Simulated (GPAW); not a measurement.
## Dielectric function and optical constants of LiCl

Wanted: where LiCl starts to absorb, how strongly, and its refractive index. The cell comes from an older database entry, whose edges can differ from later determinations, mostly by under a per cent.

Program: GPAW 26.7.0. Level of theory: DFT, PBE, plane-wave PAW (GPAW data sets), scalar-relativistic, RPA, optical limit. Results are calculated unless marked as measured.

The database entry behind the starting cell differs from later determinations by our own check (0.1 to 0.3 % short, probably kX units), so it need not match the best structure at ambient conditions.

**1. Set-up**

The structure is cubic, space group Fm-3m (No. 225). The conventional cell has a = 5.130 Å, b = 5.130 Å, c = 5.130 Å, α = 90.00°, β = 90.00°, γ = 90.00°. Nearest to Cl lie 6 Li at 2.56 Å. Nearest to Li lie 6 Cl at 2.56 Å. Farther neighbours and most contacts between anions are not listed.

**2. Ground state**

The self-consistent density comes first; it also tells whether there is a gap, which decides the occupations and the need for a Drude term.

This step: DFT, PBE, plane-wave PAW (GPAW data sets), scalar-relativistic, ground state (GPAW 26.7.0).

gs.py

```python
from ase import Atoms
from ase.dft.bandgap import bandgap
from gpaw import GPAW, PW, FermiDirac

atoms = Atoms(['Cl', 'Li'],
              cell=[[0.000000000000, 2.564770000000, 2.564770000000],
                    [2.564770000000, 0.000000000000, 2.564770000000],
                    [2.564770000000, 2.564770000000, 0.000000000000]],
              scaled_positions=[[0.500000000000, 0.500000000000, 0.500000000000],
                                [0.000000000000, 0.000000000000, 0.000000000000]],
              pbc=[True, True, True])
atoms.calc = GPAW(mode=PW(500), xc='PBE', kpts={'size': (8, 8, 8), 'gamma': True},
                  occupations=FermiDirac(0.05), maxiter=150, txt='gs.txt')
print('energy (eV)', atoms.get_potential_energy())
print('Fermi level (eV)', atoms.calc.get_fermi_level())
print('valence electrons', atoms.calc.get_number_of_electrons())
print('gap (eV)', bandgap(atoms.calc, output=None)[0])
print('direct gap (eV)', bandgap(atoms.calc, direct=True, output=None)[0])
atoms.calc.write('gs.gpw')
```

Launch:

```bash
$ OMP_NUM_THREADS=1 python gs.py
```

Numbers of over 12 decimals in the logs are rounded to 6 here.

What it wrote:

```text
__  _  _
 | _ |_)|_||  |
 |__||  | ||/\| - 26.7.0

Versions:
  Python: 3.12.14
  ASE:    3.29.0
  Numpy:  2.5.5
  Scipy:  1.18.1
  Libxc:  7.0.0

Input parameters:
  mode=PW(ecut=500.0),
  kpts=MonkhorstPack(size=(8, 8, 8), gamma=True),
  maxiter=150,
  occupations=Occupations(name='fermi-dirac', width=0.05, fixmagmom=False),
  xc=XC(name='PBE')

Diagonalizing LCAO Hamiltonian
Converting LCAO to pw mode

               Cl

       Li

Atoms  # Å, Bohr magnetons
|   | symbol |        x |        y |        z |    initial magnetic moments |
| 0 |     Cl | 2.564770 | 2.564770 | 2.564770 | ( 0.0000,  0.0000,  0.0000) |
| 1 |     Li | 0.000000 | 0.000000 | 0.000000 | ( 0.0000,  0.0000,  0.0000) |

Unit cell  # Å
| periodic |        x |        y |        z |  lengths |    angles |
|      yes | 0.000000 | 2.564770 | 2.564770 | 3.627133 | 60.000000 |
|      yes | 2.564770 | 0.000000 | 2.564770 | 3.627133 | 60.000000 |
|      yes | 2.564770 | 2.564770 | 0.000000 | 3.627133 | 60.000000 |

Number of symmetries: 48
Symmetry operations  # r_c * U_cc + t_c -> r_c
|    | kind |            matrix            |
|  0 |  σ   |  1, 0, 0,  1, 0,-1,  1,-1, 0 |
|  1 |  C2  |  1, 0, 0,  1,-1, 0,  1, 0,-1 |
|  2 |  E   |  1, 0, 0,  0, 1, 0,  0, 0, 1 |
|  3 |  σ   |  1, 0, 0,  0, 0, 1,  0, 1, 0 |
|  4 |  C4  |  1, 0,-1,  1, 0, 0,  1,-1, 0 |
|  5 |  S6  |  1, 0,-1,  1,-1, 0,  1, 0, 0 |
|  6 |  σ   |  1, 0,-1,  0, 1,-1,  0, 0,-1 |
|  7 |  C3  |  1, 0,-1,  0, 0,-1,  0, 1,-1 |
|  8 |  S6  |  1,-1, 0,  1, 0, 0,  1, 0,-1 |
|  9 |  C4  |  1,-1, 0,  1, 0,-1,  1, 0, 0 |
| 10 |  C3  |  1,-1, 0,  0,-1, 1,  0,-1, 0 |
| 11 |  σ   |  1,-1, 0,  0,-1, 0,  0,-1, 1 |
| 12 |  σ   |  0, 1, 0,  1, 0, 0,  0, 0, 1 |
| 13 |  C4  |  0, 1, 0,  0, 1,-1, -1, 1, 0 |
| 14 |  C3  |  0, 1, 0,  0, 0, 1,  1, 0, 0 |
| 15 |  S6  |  0, 1, 0, -1, 1, 0,  0, 1,-1 |
| 16 |  C2  |  0, 1,-1,  1, 0,-1,  0, 0,-1 |
| 17 |  σ   |  0, 1,-1,  0, 1, 0, -1, 1, 0 |
| 18 |  S4  |  0, 1,-1,  0, 0,-1,  1, 0,-1 |
| 19 |  C4  |  0, 1,-1, -1, 1, 0,  0, 1, 0 |
| 20 |  C3  |  0, 0, 1,  1, 0, 0,  0, 1, 0 |
| 21 |  σ   |  0, 0, 1,  0, 1, 0,  1, 0, 0 |
| 22 |  S6  |  0, 0, 1,  0,-1, 1, -1, 0, 1 |
| 23 |  C4  |  0, 0, 1, -1, 0, 1,  0,-1, 1 |
| 24 |  S4  |  0, 0,-1,  1, 0,-1,  0, 1,-1 |
| 25 |  C3  |  0, 0,-1,  0, 1,-1,  1, 0,-1 |
| 26 |  C2  |  0, 0,-1,  0,-1, 0, -1, 0, 0 |
| 27 |  S6  |  0, 0,-1, -1, 0, 0,  0,-1, 0 |
| 28 |  S4  |  0,-1, 1,  1,-1, 0,  0,-1, 0 |
| 29 |  C4  |  0,-1, 1,  0, 0, 1, -1, 0, 1 |
| 30 |  C2  |  0,-1, 1,  0,-1, 0,  1,-1, 0 |
| 31 |  σ   |  0,-1, 1, -1, 0, 1,  0, 0, 1 |
| 32 |  C3  |  0,-1, 0,  1,-1, 0,  0,-1, 1 |
| 33 |  S6  |  0,-1, 0,  0, 0,-1, -1, 0, 0 |
| 34 |  S4  |  0,-1, 0,  0,-1, 1,  1,-1, 0 |
| 35 |  C2  |  0,-1, 0, -1, 0, 0,  0, 0,-1 |
| 36 |  C2  | -1, 1, 0,  0, 1, 0,  0, 1,-1 |
| 37 |  S6  | -1, 1, 0,  0, 1,-1,  0, 1, 0 |
| 38 |  S4  | -1, 1, 0, -1, 0, 1, -1, 0, 0 |
| 39 |  C3  | -1, 1, 0, -1, 0, 0, -1, 0, 1 |
| 40 |  S6  | -1, 0, 1,  0, 0, 1,  0,-1, 1 |
| 41 |  C2  | -1, 0, 1,  0,-1, 1,  0, 0, 1 |
| 42 |  C3  | -1, 0, 1, -1, 1, 0, -1, 0, 0 |
| 43 |  S4  | -1, 0, 1, -1, 0, 0, -1, 1, 0 |
| 44 |  C2  | -1, 0, 0,  0, 0,-1,  0,-1, 0 |
| 45 |  i   | -1, 0, 0,  0,-1, 0,  0, 0,-1 |
| 46 |  σ   | -1, 0, 0, -1, 1, 0, -1, 0, 1 |
| 47 |  C2  | -1, 0, 0, -1, 0, 1, -1, 1, 0 |

BZ-sampling:
  Number of BZ points: 512
  Number of IBZ points: 29

  Monkhorst-Pack size: [8, 8, 8]
  Monkhorst-Pack shift: [0.0625, 0.0625, 0.0625]

K-points  # in reciprocal-cell coordinates
|     |                                coordinates |     weight |
|   0 | (  0.00000000,   0.00000000,   0.00000000) | 0.00195312 |
|   1 | (  0.12500000,   0.12500000,   0.00000000) | 0.01171875 |
|   2 | (  0.12500000,   0.12500000,   0.12500000) | 0.01562500 |
|   3 | (  0.25000000,   0.12500000,   0.12500000) | 0.02343750 |
|   4 | (  0.25000000,   0.25000000,   0.00000000) | 0.01171875 |
|   5 | (  0.25000000,   0.25000000,   0.12500000) | 0.04687500 |
|   6 | (  0.25000000,   0.25000000,   0.25000000) | 0.01562500 |
|   7 | (  0.37500000,   0.25000000,  -0.37500000) | 0.04687500 |
|   8 | (  0.37500000,   0.25000000,   0.12500000) | 0.04687500 |
|   9 | (  0.37500000,   0.25000000,   0.25000000) | 0.04687500 |
| ... |                                            |            |
|  28 | (  0.50000000,   0.50000000,   0.50000000) | 0.00781250 |

Plane wave coefficients: 877
Cutoff: 500.0 eV

Spin-components: 1 (collinear spins)
Bands:           8
Projectors:      8
Spin-degeneracy: 2
Datatype:        complex128

Parallelization:
  kpt:    1
  domain: 1
  band:   1

Density:
  Valence electrons: 8.0
  Components: 1
  Grid points: [20 20 20]
  Charge: 0.0  # |e|

Potential:
  Grid points: [20 20 20]

species:
  Cl:
    name:    Chlorine
    id:
    Z:       17.0
    valence: 7
    core:    10
    charge:  0.0  # [|e|]
    compensation charges:
      type: gauss
      rc: 0.25  # [Å]
      lmax: 2
    cutoffs:
      filter: 1.40  # [Å]
      core: 1.49  # [Å]
    projectors
    | kind |    occ | energy [eV] | rcut [Å] |
    |   3s |  2.000 |     -20.689 |    0.794 |
    |   3p |  5.000 |      -8.594 |    0.794 |
    |    s |        |       6.523 |    0.794 |
    |    p |        |      18.617 |    0.794 |
    |    d |        |       0.000 |    0.794 |

    Using partial waves for Cl as LCAO basis

  Li:
    name:    Lithium
    id:
    Z:       3.0
    valence: 1
    core:    2
    charge:  0.0  # [|e|]
    compensation charges:
      type: gauss
      rc: 0.33  # [Å]
      lmax: 2
    cutoffs:
      filter: 1.91  # [Å]
      core: 2.55  # [Å]
    projectors
    | kind |    occ | energy [eV] | rcut [Å] |
    |   2s |  1.000 |      -2.874 |    1.058 |
    |   2p |  0.000 |      -1.090 |    1.058 |
    |    s |        |      24.337 |    1.058 |

    Using partial waves for Li as LCAO basis

Reference energy: -12757.737216  # eV

eigensolver:
  PPCG
  Converge bands: occupied
  niter=2

density mixing:
  MSR1-Mixer
  Pratt-step length: 0.05
  Maximum mixing coefficient: 0.75
  Old densities: 10
  SVD Regularization: 0.005
  Good broyden scale: 1.0
  Trust region scale: 1.0
  Backstep threshold: 4.0
  History deletion threshold: 6.0
  Fourier metric: weight=20.0, sigma=0.015

occupation numbers:
  Fermi-Dirac:
    width: 0.0500  # eV

poisson solver:
  ecut: 4000.0  # eV

xc functional:
  name: PBE with 2 nearest neighbor stencil

convergence criteria:
- Maximum [total energy] change in last 3 cyles: 0.0005 eV / valence electron
- Maximum integral of absolute [dens]ity change: 0.0001 electrons / valence electron
- Maximum integral of absolute [eigenst]ate change: 4e-08 eV^2 / valence electron
maximum number of iterations: 150

SCF iterations
|iter     |      energy | eigst |  dens |
|iter:   1||   -7.330817 | -0.90 |       |
|iter:   2||   -7.330331 | -2.70 | -1.29 |
|iter:   3||   -7.335502 | -2.63 | -1.32 |
|iter:   4||   -7.338932 | -3.78 | -1.88 |
|iter:   5||   -7.339230c| -4.68 | -2.53 |
|iter:   6||   -7.339242c| -5.77 | -3.23 |
|iter:   7||   -7.339242c| -7.52c| -4.27c|

Converged in 7 steps
SCF loop duration: 2.034 s (0.291 s/step)
Energy contributions relative to reference atoms: (reference = -12757.737216)

Energy contributions:
  Kinetic:           7.823766
  Coulomb:          -8.128282
  Zero:              0.009457
  External:          0.000000
  Xc:               -7.044183
  Entropy:           0.000000
  Spinorbit:         0.000000
  ----------------------------
  Free energy:      -7.339242
  Extrapolated:     -7.339242

dipole moment: (-2.953843, -2.953843, -2.953843)  # |e|*Ang

Fermi level: 3.610
Eigenvalues  # (at kpt = [0.000, 0.000, 0.000])
| band index |      eig [eV] | occ [0-2] |
|          0 |       -12.652 |     2.000 |
|          1 |         0.748 |     2.000 |
|          2 |         0.748 |     2.000 |
|          3 |         0.748 |     2.000 |
|          4 |         7.071 |     0.000 |
|          5 |        15.311 |     0.000 |
|          6 |        15.311 |     0.000 |
|          7 |        15.311 |     0.000 |

Gap: 6.324 eV
Transition (v -> c):
  (s=0, k=0, n=3, [0.00, 0.00, 0.00]) -> (s=0, k=0, n=4, [0.00, 0.00, 0.00])
No difference between direct/indirect transitions

--- standard output ---
energy (eV) -7.339242
Fermi level (eV) 3.610157
valence electrons 8.0
gap (eV) 6.323527
direct gap (eV) 6.323527
```

Run time: 3.3 s. Hardware: 1 thread of Arm Neoverse V2, shared host; peak memory 0.13 GiB.

Read-outs, printed or worked out from the files:

```
energy                 : -7.339 eV
Fermi energy           : 3.610 eV
gap on the k-mesh      : 6.324 eV
direct gap on the mesh : 6.324 eV
electrons              : 8
```

There is a gap, 6.32 eV on this mesh (points off the mesh can give less), so no carriers' term is needed.

**3. Bands for the response**

The response needs many more empty bands than the density does.

This step: DFT, PBE, plane-wave PAW (GPAW data sets), scalar-relativistic, bands at fixed density (GPAW 26.7.0).

nscf.py

```python
from ase.dft.bandgap import bandgap
from gpaw import GPAW, FermiDirac

calc = GPAW('gs.gpw').fixed_density(kpts={'size': (12, 12, 12), 'gamma': True}, nbands=28, convergence={'bands': 22},
                                    occupations=FermiDirac(0.001), txt='nscf.txt')
print('gap (eV)', bandgap(calc, output=None)[0])
print('direct gap (eV)', bandgap(calc, direct=True, output=None)[0])
print('top band over the Fermi level (eV)', min(calc.get_eigenvalues(kpt=k)[21] for k in range(len(calc.get_ibz_k_points()))) - calc.get_fermi_level())
calc.write('full.gpw', mode='all')
```

Launch:

```bash
$ OMP_NUM_THREADS=1 python nscf.py
```

What it wrote:

```text
Diagonalizing LCAO Hamiltonian
Converting LCAO to pw mode
convergence criteria:
- Maximum integral of absolute [eigenst]ate change: 4e-08 eV^2 / valence electron
maximum number of iterations: 150

SCF iterations
|iter     |      energy | eigst |  dens |
|iter:   1||             | +3.37 |       |
|iter:   2||             | +1.76 |       |
|iter:   3||             | -0.57 |       |
|iter:   4||             | -2.19 |       |
|iter:   5||             | -3.90 |       |
|iter:   6||             | -5.32 |       |
|iter:   7||             | -6.79 |       |
|iter:   8||             | -7.71c|       |
SCF steps: 8
  __  _  _
 | _ |_)|_||  |
 |__||  | ||/\| - 26.7.0

Versions:
  Python: 3.12.14
  ASE:    3.29.0
  Numpy:  2.5.5
  Scipy:  1.18.1
  Libxc:  7.0.0

Input parameters:
  mode=PW(ecut=500.0),
  convergence={'bands': 22},
  gpts=array([20, 20, 20]),
  kpts=MonkhorstPack(size=(12, 12, 12), gamma=True),
  maxiter=150,
  nbands=28,
  occupations=Occupations(name='fermi-dirac', width=0.001, fixmagmom=False),
  parallel={},
  xc=XC(name='PBE')

--- standard output ---
gap (eV) 6.319491
direct gap (eV) 6.323527
top band over the Fermi level (eV) 28.666894
```

It took 18 s on 1 thread; peak memory 0.17 GiB.

Numbers from this step:

- gap on the k-mesh: 6.319 eV

**4. Dielectric function, RPA**

Transitions between filled and empty bands, summed over the zone, give the optical response, so mesh, band count and broadening shape it.

The induced potential is part of this response.

This step: DFT, PBE, plane-wave PAW (GPAW data sets), scalar-relativistic, RPA, optical limit (GPAW 26.7.0).

df.py

```python
from gpaw.response.df import DielectricFunction

df = DielectricFunction('full.gpw', frequencies={'type': 'nonlinear', 'domega0': 0.03, 'omega2': 8},
                        ecut=50,
                        eta=0.15,
                        nbands=22,
                        txt='df.txt')
for direction in ['x', 'z']:
    df.get_dielectric_function(xc='RPA', direction=direction, filename=f'df_{direction}.csv')
```

Launch:

```bash
$ OMP_NUM_THREADS=1 python df.py
```

What it wrote:

```text
Using integrator: PointIntegrator
NonLinearFrequencyDescriptor(from 0.000 to 50.231 eV, 466 points)
Nonperiodic BCs:  [False False False]
Using integrator: PointIntegrator
NonLinearFrequencyDescriptor(from 0.000 to 50.231 eV, 466 points)
Nonperiodic BCs:  [False False False]

Calculating chi0 body with:
    Ground state adapter containing:
    Number of spins: 1
    Number of kpoints: 1728
    Number of irreducible kpoints: 72
    Number of completely occupied states: 4
    Number of partially occupied states: 4

    Linear response parametrization:
    q_c: [0.0, 0.0, 0.0]
    Number of frequency points: 466
    Planewave cutoff: 50.0
    Number of bands: 22
    Number of planewaves: 27
    Broadening (eta): 0.15

Integrating chi0 body.

Symmetries of q_c:
    Direct symmetries (Uq -> q): 48
    Indirect symmetries (TUq -> q): 0
In total 48 allowed symmetries.

72 groups of equivalent kpoints. 95.833333% reduction.

Integral kind: spectral function

Calculating chi0 optical extensions with:
    Ground state adapter containing:
    Number of spins: 1
    Number of kpoints: 1728
    Number of irreducible kpoints: 72
    Number of completely occupied states: 4
    Number of partially occupied states: 4

    Linear response parametrization:
    Number of frequency points: 466
    Planewave cutoff: 50.0
    Number of bands: 22
    Number of planewaves: 27
    Broadening (eta): 0.15
Integrating chi0 head and wings.

Symmetries of q_c:
    Direct symmetries (Uq -> q): 48
    Indirect symmetries (TUq -> q): 0
In total 48 allowed symmetries.

72 groups of equivalent kpoints. 95.833333% reduction.

Integral kind: spectral function wings
```

The job ended after 3.9 s (1 thread; peak memory 0.19 GiB).

Read-outs, printed or worked out from the files:

```
electronic dielectric constant ε∞, mean over x, y and z (by symmetry where fewer were run) : 2.730
main peak of Im epsilon, first axis                                                        : 8.692 eV
```

Some rows of df_x.csv (energy; Re and Im without local fields; Re and Im with them):

```text
0.000000, 3.222390, 0.000000, 2.730087, 0.000000
0.429336, 3.226757, 0.003062, 2.733322, 0.002268
0.878195, 3.240798, 0.006357, 2.743725, 0.004711
1.347938, 3.266340, 0.010022, 2.762658, 0.007432
1.840057, 3.305978, 0.014255, 2.792065, 0.010582
2.356191, 3.363490, 0.019357, 2.834791, 0.014394
2.898142, 3.444560, 0.025821, 2.895148, 0.019251
3.467895, 3.558165, 0.034512, 2.980009, 0.025837
4.067647, 3.719457, 0.047123, 3.101133, 0.035514
4.699832, 3.956669, 0.067481, 3.280856, 0.051442
5.367152, 4.331601, 0.106729, 3.569513, 0.083150
6.072622, 5.032504, 0.226930, 4.128132, 0.187355
6.819608, 6.356993, 1.135637, 5.150178, 1.014727
7.611886, 5.568337, 3.951774, 4.265461, 3.460770
8.453705, 5.733039, 4.350857, 3.775210, 3.335249
9.349861, 2.501638, 4.539241, 1.167832, 3.130238
10.305790, 1.027985, 6.320998, 1.448687, 2.920694
11.327680, -0.675933, 4.513790, 1.000849, 2.596680
12.422601, -2.057188, 2.988316, 0.516991, 3.138387
13.598673, -1.350617, 1.270969, -0.806320, 2.141015
```

The Im ε, E ∥ x or z has structure finer than the step of the table below, so its rows give means over 0.5 eV, whole bins alone (the curve runs from 0 to 14.0 eV). Peaks (eV: height): 8.03: 3.80, 8.70: 4.19, 10.95: 3.31, 11.94: 3.23.

Values under the direct gap are tails of Lorentzian lines. Im ε, E ∥ x or z against photon energy; means over each step:

```tsv
photon energy (eV)	Im ε, E ∥ x or z
0.5	0.00265
1.0	0.00541
1.5	0.00838
2.0	0.0117
2.5	0.0156
3.0	0.0203
3.5	0.0264
4.0	0.0344
4.5	0.0457
5.0	0.0634
5.5	0.0949
6.0	0.177
6.5	0.542
7.0	1.57
7.5	3.26
8.0	3.43
8.5	3.50
9.0	3.92
9.5	2.96
10.0	3.13
10.5	2.92
11.0	3.06
11.5	2.69
12.0	3.05
12.5	3.07
13.0	2.73
13.5	2.36
```

Table of Re ε, E ∥ x or z by photon energy:

```tsv
photon energy (eV)	Re ε, E ∥ x or z
0.0	2.73
0.5	2.73
1.0	2.75
1.5	2.77
2.0	2.80
2.5	2.85
3.0	2.91
3.5	2.99
4.0	3.09
4.5	3.22
5.0	3.39
5.5	3.65
6.0	4.05
6.5	4.72
7.0	5.43
7.5	4.63
8.0	3.50
8.5	3.71
9.0	2.27
9.5	1.64
10.0	1.71
10.5	1.40
11.0	0.986
11.5	1.13
12.0	0.765
12.5	0.361
13.0	-0.0851
13.5	-0.788
```

The reflectivity at normal incidence, E ∥ x or z has structure finer than the step of the table below, so its rows give means over 0.5 eV, whole bins alone (the curve runs from 0 to 14.0 eV). Peaks (eV: height): 7.32: 19.5, 9.15: 21.1, 11.03: 19.7.

Reflectivity at normal incidence, E ∥ x or z against photon energy; means over each step:

```tsv
photon energy (eV)	reflectivity at normal incidence, E ∥ x or z (%)
0.5	6.07
1.0	6.13
1.5	6.22
2.0	6.36
2.5	6.55
3.0	6.80
3.5	7.12
4.0	7.54
4.5	8.08
5.0	8.80
5.5	9.80
6.0	11.4
6.5	13.8
7.0	17.0
7.5	19.2
8.0	18.0
8.5	18.3
9.0	20.3
9.5	16.3
10.0	17.0
10.5	16.3
11.0	18.2
11.5	16.0
12.0	19.1
12.5	22.1
13.0	23.9
13.5	30.0
```

Table of refractive index n and extinction k by photon energy:

```tsv
photon energy (eV)	n	k
0.0	1.65	0
0.5	1.65	8.0e-4
1.0	1.66	0.00163
1.5	1.66	0.00251
2.0	1.67	0.00349
2.5	1.69	0.00462
3.0	1.71	0.00595
3.5	1.73	0.00760
4.0	1.76	0.00974
4.5	1.79	0.0127
5.0	1.84	0.0171
5.5	1.91	0.0244
6.0	2.01	0.0413
6.5	2.18	0.121
7.0	2.35	0.317
7.5	2.28	0.741
8.0	2.08	0.904
8.5	2.10	0.848
9.0	1.84	1.06
9.5	1.55	0.868
10.0	1.64	0.983
10.5	1.52	0.957
11.0	1.48	1.10
11.5	1.42	0.940
12.0	1.42	1.12
12.5	1.33	1.19
13.0	1.14	1.17
13.5	0.920	1.28
```

Values under the direct gap are tails of Lorentzian lines. Loss function −Im 1/ε at q → 0, E ∥ x or z against energy loss; read off at these points:

```tsv
energy loss (eV)	loss function −Im 1/ε at q → 0, E ∥ x or z
0.00	0
0.50	3.5e-4
1.00	7.1e-4
1.50	0.00109
2.00	0.00149
2.50	0.00192
3.00	0.00240
3.50	0.00295
4.00	0.00359
4.50	0.00440
5.00	0.00545
5.50	0.00702
6.00	0.0101
6.50	0.0234
7.00	0.0470
7.50	0.103
8.00	0.143
8.15	0.179
8.50	0.135
9.00	0.191
9.42	0.289
9.50	0.271
10.00	0.242
10.50	0.279
11.00	0.282
11.25	0.340
11.50	0.317
12.00	0.296
12.50	0.312
13.00	0.374
13.50	0.382
```

At chosen wavelengths:

```tsv
wavelength (nm)	n	k	R (%)	1/α
1550	1.66	0.001	6.1	95 µm
1064	1.66	0.002	6.2	44 µm
800	1.67	0.003	6.2	24 µm
633	1.67	0.003	6.3	15 µm
450	1.70	0.005	6.7	6.8 µm
365	1.72	0.007	7.0	4.0 µm
308	1.76	0.010	7.6	2.5 µm
```

Below the direct gap, k and the depth come from the tails of the Lorentzian lines, not from transitions.

**5. What came out**

| Quantity | Value |
| --- | --- |
| electronic dielectric constant ε∞, mean over x, y and z (by symmetry where fewer were run) (RPA) | 2.73 |
| main peak of Im epsilon, first axis | 8.69 eV |

What this shows: At this level (PBE, RPA) LiCl has ε∞ = 2.73 and n = 1.66 at 1550 nm, and Im ε peaks at 8.7 eV. On the mesh the gap is 6.32 eV and the least direct gap 6.32 eV. Local fields change the static value along x from 3.22 to 2.73 (-15 %). Distinct maxima of Im ε, read by a parabola through the highest points, lie at 8.02 eV (3.8), 8.69 eV (4.2), 10.04 eV (3.2) and 10.94 eV (3.3). Excitons and phonon-assisted transitions are missing; PBE gaps are as a rule too small, which pulls the onset down and ε∞ up. The sum runs over mesh points, so small or evenly spaced maxima can still be ripples of the mesh.

[Machine, clock and banner lines and Python warnings are left out of the logs.]

[Logs are printed without paths, hosts, clocks, repeated set-up lines and the standing remarks that a program may print on its own settings, such as how far it seeks lower states.]

[Hosts, paths, dates, database ids (printed as entryN), source tags and the programs' standing remarks are cut or masked in the printed files.]
